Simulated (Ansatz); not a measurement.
# Barrier of one jump, C in C

Computed with DFT PBE+D3(BJ), scalar-relativistic, plane waves, PAW in Ansatz 0.2.0. Settings: 420 eV cutoff, 2×2×2 k-mesh, shifted by half a step, Gaussian smearing of 0.02 eV, no spin polarisation.

In a supercell of 32 host sites, interstitial C hops to an equivalent place, moving 1.36 Å between the relaxed ends. Climbing-image nudged elastic band at fixed cell with images 0 (start) to 6 (end), the path measured over all atoms, converged to 0.05 eV/Å; the order of the saddle wasn't checked, and the small cell leaves errors of about a tenth of an eV.

Command:

```bash
ansatz run input.yaml --threads 4 --pin off --max-ram 10240MiB --backend cpu --events-out ev --progress --plain --runs-dir out
```

Input:

```yaml
crystal:
  lattice:
    - [5.6709571555, 0.0, -3.4026574436]
    - [-2.867743478, -4.9298468454, -3.3594911955]
    - [-2.867743478, 4.9298468454, -3.3594911955]
  atoms:
    - { symbol: C, position: [0.419066846, 0.0444476055, 0.5431480988] }
    - { symbol: C, position: [0.6497610638, 0.7768902985, 0.528291848] }
    - { symbol: C, position: [0.9044815984, 0.5294222177, 0.5313258187] }
    - { symbol: C, position: [0.4171135813, 0.2914674279, 0.2911639294] }
    - { symbol: C, position: [0.1686949737, 0.2938227588, 0.5423561377] }
    - { symbol: C, position: [0.6705151782, 0.045216399, 0.2988664522] }
    - { symbol: C, position: [0.9179782535, 0.7951443054, 0.2996239247] }
    - { symbol: C, position: [0.4146025457, 0.5386110584, 0.0400751013] }
    - { symbol: C, position: [0.1666518802, 0.5417066151, 0.2925226566] }
    - { symbol: C, position: [0.6635252881, 0.2888702427, 0.0386855316] }
    - { symbol: C, position: [0.9038665182, 0.0307306496, 0.0376368791] }
    - { symbol: C, position: [0.4099093716, 0.7850163762, 0.7855995047] }
    - { symbol: C, position: [0.1850749855, 0.8020408506, 0.0598208707] }
    - { symbol: C, position: [0.6429164025, 0.5193145675, 0.7712257385] }
    - { symbol: C, position: [0.9119874492, 0.2878432328, 0.7888185105] }
    - { symbol: C, position: [0.1915459747, 0.0657741925, 0.8046737817] }
    - { symbol: C, position: [0.5794214479, 0.9542080102, 0.456833799] }
    - { symbol: C, position: [0.8228330185, 0.6983810391, 0.4511116422] }
    - { symbol: C, position: [0.0786282985, 0.4545881976, 0.4546181445] }
    - { symbol: C, position: [0.5841187731, 0.2094579052, 0.2100530444] }
    - { symbol: C, position: [0.3362124706, 0.2113923986, 0.4607887689] }
    - { symbol: C, position: [0.8385048338, 0.9643451016, 0.2247489432] }
    - { symbol: C, position: [0.0898132392, 0.7143073155, 0.2155058607] }
    - { symbol: C, position: [0.57290292, 0.4480911667, 0.9484970577] }
    - { symbol: C, position: [0.3333481198, 0.4582933849, 0.2088360706] }
    - { symbol: C, position: [0.8294711104, 0.2087915296, 0.9553814196] }
    - { symbol: C, position: [0.0980896828, 0.9639390302, 0.9594327828] }
    - { symbol: C, position: [0.5564266399, 0.6850958541, 0.6866176474] }
    - { symbol: C, position: [0.3375994245, 0.7097354302, 0.9625293702] }
    - { symbol: C, position: [0.8176360428, 0.4427248187, 0.6946831419] }
    - { symbol: C, position: [0.0927463858, 0.2164072596, 0.7144334545] }
    - { symbol: C, position: [0.3430015523, 0.9674075356, 0.714662694] }
    - { symbol: C, position: [0.89545674, 0.8519421503, 0.870757586] }
basis:
  ecutwfc: 420
  xc_grid: 2
kpoints:
  mp_grid: { grid: [2, 2, 2], shift: [0.5, 0.5, 0.5] }
hamiltonian:
  xc: pbe
  dispersion: d3bj
scf:
  occupations: { method: gaussian, width: 0.02 }
output:
  forces: true
neb:
  images: 5
  f_tol: 0.05
  max_iterations: 70
  order_check: false
  final_atoms:
    - { symbol: C, position: [0.4166518802, 0.0417066151, 0.5411639294] }
    - { symbol: C, position: [0.6601867608, 0.7856926845, 0.5344941393] }
    - { symbol: C, position: [0.9114951662, 0.5356548984, 0.5252510568] }
    - { symbol: C, position: [0.4137875294, 0.2886076014, 0.2892112311] }
    - { symbol: C, position: [0.1658812269, 0.2905420948, 0.5399469556] }
    - { symbol: C, position: [0.6713717015, 0.0454118024, 0.2953818555] }
    - { symbol: C, position: [0.9271669815, 0.8016189609, 0.2988883578] }
    - { symbol: C, position: [0.4069984477, 0.5325924644, 0.035337306] }
    - { symbol: C, position: [0.1705785521, 0.5457919898, 0.293166201] }
    - { symbol: C, position: [0.6572536142, 0.2835927404, 0.0355665455] }
    - { symbol: C, position: [0.9323639572, 0.0572751813, 0.0553168581] }
    - { symbol: C, position: [0.4124005755, 0.7902645698, 0.7874706298] }
    - { symbol: C, position: [0.1935733601, 0.8149041459, 0.0633823526] }
    - { symbol: C, position: [0.6519103172, 0.5360609698, 0.7905672172] }
    - { symbol: C, position: [0.9205288896, 0.2912084704, 0.7946185804] }
    - { symbol: C, position: [0.17709708, 0.0519088333, 0.8015029423] }
    - { symbol: C, position: [0.5833481198, 0.9582933849, 0.4574773434] }
    - { symbol: C, position: [0.8320217465, 0.7048556946, 0.4503760753] }
    - { symbol: C, position: [0.0794848218, 0.454783601, 0.4511335478] }
    - { symbol: C, position: [0.5813050263, 0.2061772412, 0.2076438623] }
    - { symbol: C, position: [0.3328864187, 0.2085325721, 0.4588360706] }
    - { symbol: C, position: [0.8455184016, 0.9705777823, 0.2186741813] }
    - { symbol: C, position: [0.1002389362, 0.7231097015, 0.221708152] }
    - { symbol: C, position: [0.5584540253, 0.4342258075, 0.9453262183] }
    - { symbol: C, position: [0.330933154, 0.4555523945, 0.2068519012] }
    - { symbol: C, position: [0.8380125508, 0.2121567672, 0.9611814895] }
    - { symbol: C, position: [0.1070835975, 0.9806854325, 0.9787742615] }
    - { symbol: C, position: [0.5649250145, 0.6979591494, 0.6901791293] }
    - { symbol: C, position: [0.3400906284, 0.7149836238, 0.9644004953] }
    - { symbol: C, position: [0.8461334818, 0.4692693504, 0.7123631209] }
    - { symbol: C, position: [0.0864747119, 0.2111297573, 0.7113144684] }
    - { symbol: C, position: [0.3353974543, 0.9613889416, 0.7099248987] }
    - { symbol: C, position: [0.85454326, 0.6480578497, 0.879242414] }
```

Course of the band:

| iteration | largest band force (eV/Å) | climbing image | energies over image 0 (eV) |
| --- | --- | --- | --- |
| 1 | 1.197 | none | 0.000 0.381 1.054 1.401 1.054 0.381 0.000 |
| 2 | 0.957 | none | 0.000 0.236 0.837 1.196 0.837 0.236 0.000 |
| 3 | 0.485 | 3 | 0.000 0.141 0.690 1.150 0.690 0.141 0.000 |
| 4 | 0.293 | 3 | 0.000 0.153 0.638 1.147 0.638 0.153 0.000 |
| 5 | 0.161 | 3 | 0.000 0.156 0.598 1.146 0.598 0.156 0.000 |
| 6 | 0.070 | 3 | 0.000 0.154 0.596 1.146 0.596 0.154 0.000 |
| 7 | 0.030 | 3 | 0.000 0.153 0.598 1.146 0.598 0.153 0.000 |

Final band:

```
image path (Å) E − E(0) (eV) C x (Å) C y (Å) C z (Å) force on C (eV/Å)
    0      0.00          0.000    0.138    0.093   -8.834               0.01
    1      0.31          0.153    0.254    0.324   -8.828               0.88
    2      0.62          0.598    0.358    0.509   -8.688               2.24
    3      0.93          1.146    0.302    0.616   -8.436               0.00
    4      1.24          0.598    0.246    0.723   -8.185               2.24
    5      1.55          0.153    0.350    0.908   -8.045               0.88
    6      1.87          0.000    0.466    1.140   -8.039               0.01
```

Barrier 1.15 eV. It took 2.7 min on 4 threads of Intel(R) Xeon(R) Processor @ 2.70GHz, with other jobs on the host, peak memory 1.4 GiB.